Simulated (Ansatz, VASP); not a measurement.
Two plane-wave programs on MgSe3

```
Mg Se
1.0
     4.38286    0.00000    0.00000
     0.00000    4.38286    0.00000
     0.00000    0.00000    4.38286
Mg Se
1 3
Cartesian
  0.0000 0.0000 0.0000
  0.0000 2.1914 2.1914
  2.1914 0.0000 2.1914
  2.1914 2.1914 0.0000
```

Change from the starting cell: species swapped into the KPb3 type (Pm-3m, No. 221).

Alike in both runs: functional PBE; k mesh 10 × 10 × 10; occupations gaussian, width 0.1 eV; no spin polarisation.

Ansatz relaxed the structure, and its values are those at the end. VASP's run is a single point on that final structure, the one shown.

|  | VASP | Ansatz |
| --- | --- | --- |
| version | VASP 6.6.1 | Ansatz 0.2.0 |
| potentials or method | VASP PAW PBE potentials, release 64 (Mg, Se) | scalar-relativistic, plane waves, PAW |
| plane-wave cutoff (eV) | 520 | 420 |
| valence electrons in the cell | 20 | 58 |

VASP gave:

- gap on the k mesh at the Fermi level (eV): none
- pressure (GPa): -0.1

Q: Estimate Ansatz's values.

A: gap on the k mesh at the Fermi level (eV): none; pressure (GPa): 0.0.

A gap of «none» marks a metal or a gap that the smearing closes. The two sets of potentials don't hold the same shells in valence.
